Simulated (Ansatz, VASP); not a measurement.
## Co: VASP beside Ansatz

Contents of INCAR:

```
ALGO = Normal
EDIFF = 1E-6
ENCUT = 520
ISIF = 2
ISMEAR = -1
ISPIN = 2
LASPH = T
LCHARG = F
LMAXMIX = 4
LORBIT = 11
LREAL = F
LWAVE = F
MAGMOM = 1.7
NBANDS = 14
NELM = 150
PREC = Accurate
SIGMA = 0.05
```

File KPOINTS:

```
k-points
0
Gamma
  17 17 17
```

The input POSCAR:

```
Co
1.0
    2.1364944481      0.0000000000      0.0000000000
    0.0000000000      2.1364944481      0.0000000000
    0.0000000000      0.0000000000      2.1364944481
Co
1
Direct
    0.0000000000      0.0000000000      0.0000000000
```

Input for Ansatz:

```yaml
crystal:
  lattice:
    - [2.1364944481, 0.0, 0.0]
    - [0.0, 2.1364944481, 0.0]
    - [0.0, 0.0, 2.1364944481]
  atoms:
    - { symbol: Co, position: [0.0, 0.0, 0.0], spin: 1.7 }
magnetization:
  spin_polarized: true
kpoints:
  mp_grid: { grid: [17, 17, 17] }
scf:
  occupations: { method: fermi_dirac, width: 0.05 }
hamiltonian:
  xc: lda
  pseudopotentials: { kind: all_electron, lapw: { basis_error: 0.001 } }
output:
  forces: true
  stress: true
  eigenvalues: true
  populations: true
```

Change from the starting cell: volume scaled by 0.85, LAPW.

Alike in both runs: task single point; functional LDA; k mesh 17 × 17 × 17; occupations fermi-dirac, width 0.05 eV; collinear spin.

```csv
,VASP,Ansatz
version,VASP 6.6.1,Ansatz 0.2.0
potentials or method,"VASP PAW LDA potentials, release 64 (Co)","all-electron LAPW, scalar-relativistic"
plane-wave cutoff (eV),520,see its input
```

|  | VASP | Ansatz | Ansatz less VASP |
| --- | --- | --- | --- |
| pressure (GPa) | 42.5 | 45.7 | +3.18 |
| net moment per atom (μB) | 1.21 | 1.31 | +0.098 |
| size of the moment on the site where the two differ most (μB) | 1.20 | 1.31 | +0.115 |

Site moments also hang on the region over which each program counts them. Ansatz ran all-electron here, so the differences hold the error of VASP's frozen core and of both bases.

Caveats: so large a pressure means that the cell lies far from this level's equilibrium, or that cutoff or potentials fall short (VASP).
